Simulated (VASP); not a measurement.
# NiSb (Breithauptite) (P6_3/mmc) in VASP: notebook

Runs on NiSb (Breithauptite). Level: LDA. Tasks: single point.

All numbers are computed with VASP 6.6.1; they aren't measurements. Logs are shortened: lines on timing, memory, paths and dates and some standing lists are left out, and cuts for length are marked.

### Step 1. The structure

It takes space group P6_3/mmc (No. 194, hexagonal). Conventional cell: a = 3.928 Å, b = 3.928 Å, c = 5.120 Å, α = 90.00°, β = 90.00°, γ = 120.00°. Ni (site symmetry -3m) has 2 Ni at 2.56 Å and 6 Sb at 2.60 Å as nearest neighbours. Sb (site symmetry -6m2) has 6 Ni at 2.60 Å as nearest neighbours.

### Step 2. Single point, LDA, collinear spin, typed start

The input, INCAR:

```
PREC = Accurate
ENCUT = 520
EDIFF = 1E-6
ISMEAR = 1
SIGMA = 0.15
LREAL = False
LASPH = True
NELM = 150
ALGO = Normal
ISIF = 2
LWAVE = False
LCHARG = True
ISPIN = 2
MAGMOM = 1.5 -1.5 0 0
LORBIT = 11
LMAXMIX = 4
LELF = True
LVHAR = True
NBANDS = 27
```

The input, KPOINTS:

```
Automatic mesh
0
Gamma
  6 6 4
```

The input, POSCAR:

```
NiSb
1.0
    3.9280000000      0.0000000000      0.0000000000
   -1.9640000000      3.4017477900      0.0000000000
    0.0000000000      0.0000000000      5.1200000000
Ni Sb
2 2
Direct
    0.0000000000      0.0000000000      0.0000000000
    0.0000000000      0.0000000000      0.5000000000
    0.3333333333      0.6666666667      0.2500000000
    0.6666666667      0.3333333333      0.7500000000
```

Potentials or basis: VASP PAW LDA potentials, release 64 (Ni, Sb).

Started as:

```sh
$ cat potpaw_LDA.64/Ni/POTCAR potpaw_LDA.64/Sb/POTCAR > POTCAR
$ mpirun -np 1 vasp_std > vasp.out
```

OUTCAR:

```text
PREC = Accurate
   ENCUT = 520
   EDIFF = 1E-6
   ISMEAR = 1
   LREAL = False
   LASPH = True
   NELM = 150
   ISIF = 2
   ISPIN = 2
   LORBIT = 11

 ion  position               nearest neighbor table
   1  0.000  0.000  0.000-   2 2.56   2 2.56   4 2.60   3 2.60   4 2.60   3 2.60   4 2.60   3 2.60

   2  0.000  0.000  0.500-   1 2.56   1 2.56   4 2.60   3 2.60   4 2.60   3 2.60   4 2.60   3 2.60

   3  0.333  0.667  0.250-   1 2.60   2 2.60   1 2.60   2 2.60   1 2.60   2 2.60   4 3.42   4 3.42
                             4 3.42   4 3.42   4 3.42   4 3.42
   4  0.667  0.333  0.750-   1 2.60   2 2.60   1 2.60   2 2.60   1 2.60   2 2.60   3 3.42   3 3.42
                             3 3.42   3 3.42   3 3.42   3 3.42

  LATTYP: Found a hexagonal cell.
 ALAT       =     3.9280000000
 C/A-ratio  =     1.3034623218

  Lattice vectors:

 A1 = (   3.9280000000,   0.0000000000,   0.0000000000)
 A2 = (  -1.9640000000,   3.4017477900,   0.0000000000)
 A3 = (   0.0000000000,   0.0000000000,   5.1200000000)

Analysis of symmetry for initial positions (statically):
=====================================================================
 Subroutine PRICEL returns:
 Original cell was already a primitive cell.

 Routine SETGRP: Setting up the symmetry group for a
 hexagonal supercell.

 Subroutine GETGRP returns: Found 24 space group operations
 (whereof 12 operations were pure point group operations)
 out of a pool of 24 trial point group operations.

The static configuration has the point symmetry D_3d.
 The point group associated with its full space group is D_6h.

Analysis of symmetry for dynamics (positions and initial velocities):
=====================================================================
 Subroutine PRICEL returns:
 Original cell was already a primitive cell.

 Routine SETGRP: Setting up the symmetry group for a
 hexagonal supercell.

 Subroutine GETGRP returns: Found 24 space group operations
 (whereof 12 operations were pure point group operations)
 out of a pool of 24 trial point group operations.

The dynamic configuration has the point symmetry D_3d.
 The point group associated with its full space group is D_6h.

Analysis of structural, dynamic, and magnetic symmetry:
=====================================================================
 Subroutine PRICEL returns:
 Original cell was already a primitive cell.

 Routine SETGRP: Setting up the symmetry group for a
 hexagonal supercell.

 Subroutine GETGRP returns: Found 24 space group operations
[... 132 lines left out ...]
   IVDW    =     0    specifies the selected vdW correction
   LEPSILON=     F    determine dielectric tensor
   LRPA    =     F    only Hartree local field effects (RPA)
 spin polarized calculation
 Methfessel and Paxton  Order N= 1 SIGMA  =   0.15
  energy-cutoff  :      520.00
  volume of cell :       68.41
 maximum number of plane-waves:      1892
 NGX is ok and might be reduce to    30
   NGX = 15   NGY = 15   NGZ = 19

 number of electron      30.0000035 magnetization      -0.0000000

 number of electron      30.0000034 magnetization       0.0000000

 Free energy of the ion-electron system (eV)
  ---------------------------------------------------
  ext. energy  EPLUGINS =         0.00000000
  ---------------------------------------------------
  free energy    TOTEN  =       -24.08238296 eV

  energy without entropy =      -24.08210619  energy(sigma->0) =      -24.08229070

 E-fermi :   9.9495     XC(G=0): -11.7417

 val. band max:        9.8722015348   @ k =   0.0000   0.0000   0.0000
 cond. band min:       9.9979467723   @ k =   0.3333   0.1667   0.2500
 fundamental gap:      0.1257452375
 Fermi energy:         9.9494770970

 spin component 1

 k-point     1 :       0.0000    0.0000    0.0000
  band No.  band energies     occupation
      1      -3.1027      1.00000
      2       1.4260      1.00000
      3       3.6566      1.00000
      4       5.9260      1.00000
      5       5.9260      1.00000
      6       6.7106      1.00000
[... 619 lines left out ...]
     26      18.9172      0.00000
     27      19.8983      0.00000
 Fermi energy:         9.9494770970

 spin component 2

 k-point     1 :       0.0000    0.0000    0.0000
  band No.  band energies     occupation
      1      -3.1027      1.00000
      2       1.4260      1.00000
      3       3.6566      1.00000
      4       5.9260      1.00000
      5       5.9260      1.00000
      6       6.7106      1.00000
[... 619 lines left out ...]
     26      18.9172      0.00000
     27      19.8983      0.00000

------------------------ aborting loop because EDIFF is reached ----------------------------------------

  FORCE on cell =-STRESS in cart. coord.  units (eV):
  Direction    XX          YY          ZZ          XY          YZ          ZX
  --------------------------------------------------------------------------------------
  -------------------------------------------------------------------------------------
  Total       -2.2570440     -2.2570440     -1.9919257      0.0000000     -0.0000000      0.0000000
  in kB      -52.8575535    -52.8575537    -46.6487673      0.0000000     -0.0000000      0.0000000
  external PRESSURE =     -50.7879582 kB  Pullay stress =       0.0000000 kB

 VOLUME and BASIS-vectors are now :
 -----------------------------------------------------------------------------
  energy-cutoff  :      520.00
  volume of cell :       68.41
      direct lattice vectors                 reciprocal lattice vectors
     3.928000000  0.000000000  0.000000000     0.254582485  0.146983266  0.000000000
    -1.964000000  3.401747790  0.000000000     0.000000000  0.293966532  0.000000000
     0.000000000  0.000000000  5.120000000     0.000000000  0.000000000  0.195312500

 POSITION                                       TOTAL-FORCE (eV/Angst)
 -----------------------------------------------------------------------------------
      0.00000      0.00000      0.00000         0.000000      0.000000     -0.000000
      0.00000      0.00000      2.56000         0.000000      0.000000     -0.000000
     -0.00000      2.26783      1.28000        -0.000000      0.000000     -0.000000
      1.96400      1.13392      3.84000         0.000000     -0.000000      0.000000
 -----------------------------------------------------------------------------------
    total drift:                                0.000000      0.000000     -0.000000

  FREE ENERGIE OF THE ION-ELECTRON SYSTEM (eV)
  ---------------------------------------------------
  free  energy   TOTEN  =       -24.0823829609 eV

  energy  without entropy=      -24.0821061870  energy(sigma->0) =      -24.08229070

 total charge

# of ion       s       p       d       tot
------------------------------------------
    1        0.456   0.484   8.483   9.422
    2        0.456   0.484   8.483   9.422
    3        1.142   1.232   0.079   2.453
    4        1.142   1.232   0.079   2.453
--------------------------------------------------
tot          3.196   3.430  17.124  23.751

 magnetization (x)

# of ion       s       p       d       tot
------------------------------------------
    1        0.000   0.000   0.000   0.000
    2       -0.000  -0.000  -0.000  -0.000
    3        0.000   0.000   0.000   0.000
    4        0.000   0.000   0.000   0.000
--------------------------------------------------
tot          0.000   0.000   0.000   0.000
```

Run time: 84 s. Hardware: 1 thread of Intel Xeon Platinum 8488C (Sapphire Rapids), shared host; peak memory 0.2 GiB.

Results:

| Property | Result |
| --- | --- |
| Free energy | -24.0824 eV |
| Pressure | -5.1 GPa |
| Band gap on the k mesh | none (metal or under the smearing width) |
| Net moment | 0.00 μB per cell |
| Valence electrons inside the program's atomic spheres | Ni 9.42; Sb 2.45 |

Stress tensor (GPa, compression positive):
```
-5.29  0.00  0.00
 0.00 -5.29  0.00
 0.00  0.00 -4.66
```

Caveat: the starting moments collapsed, and a magnetic state may lie lower. Spin-orbit coupling is left out, which matters for the levels of Sb.

### Step 3. Single point, LDA, collinear spin, typed start

The input, INCAR:

```
SYSTEM = NiSb
  PREC = Accurate
  ENCUT = 520
  EDIFF = 1E-6
  ISMEAR = 1
  SIGMA = 0.15
  LREAL = .False.
  LASPH = .True.
  NELM = 150
  ALGO = Normal
  ISIF = 2
  LWAVE = .False.
  LCHARG = .True.
  ISPIN = 2
  MAGMOM = 1.5 1.5 0 0
  LORBIT = 11
  LMAXMIX = 4
  GGA = CA
  LELF = .True.
  LVHAR = .True.
  NBANDS = 27
```

The input, KPOINTS:

```
regular mesh
0
Gamma
  6 6 4
  0 0 0
```

POSCAR is that of step 2.

Potentials or basis: VASP PAW LDA potentials, release 64 (Ni, Sb).

Started as:

```sh
$ cat potpaw_LDA.64/Ni/POTCAR potpaw_LDA.64/Sb/POTCAR > POTCAR
$ mpirun -np 1 vasp_std > vasp.out
```

It took 60 s on 1 thread of Intel Xeon Platinum 8488C (Sapphire Rapids), shared host; peak memory 0.2 GiB.

The run converged. Its results:

| Property | Result |
| --- | --- |
| Free energy | -24.0824 eV |
| Pressure | -5.0 GPa |
| Band gap on the k mesh | none (metal or under the smearing width) |
| Net moment | 0.00 μB per cell |
| Valence electrons inside the program's atomic spheres | Ni 9.42; Sb 2.45 |

Stress tensor (GPa, compression positive):
```
-5.23  0.00  0.00
 0.00 -5.23  0.00
 0.00  0.00 -4.61
```

Levels at points of the mesh, in eV from the Fermi level:
Spin up:
```
           k point  band 13  band 14  band 15  band 16  band 17  band 18
(0.00, 0.00, 0.00)    -0.08     0.54     0.54     2.43     2.43     3.10
(0.50, 0.00, 0.00)    -1.67    -1.47    -1.39    -0.46     1.10     3.41
(0.00, 0.00, 0.50)     0.18     0.18     2.01     2.01     2.01     2.01
(0.50, 0.00, 0.50)    -1.87    -1.87     0.15     0.15     1.63     1.63
```
Spin down:
```csv
k point,band 12,band 13,band 14,band 15,band 16,band 17,band 18,band 19
"(0.00, 0.00, 0.00)",-1.41,-0.08,0.54,0.54,2.43,2.43,3.10,3.94
"(0.50, 0.00, 0.00)",-1.96,-1.67,-1.47,-1.39,-0.46,1.10,3.41,3.92
"(0.00, 0.00, 0.50)",-2.16,0.18,0.18,2.01,2.01,2.01,2.01,5.16
"(0.50, 0.00, 0.50)",-2.00,-1.87,-1.87,0.15,0.15,1.63,1.63,5.11
```

Caveat: the starting moments collapsed, and a magnetic state may lie lower. Spin-orbit coupling is left out, which matters for the levels of Sb.
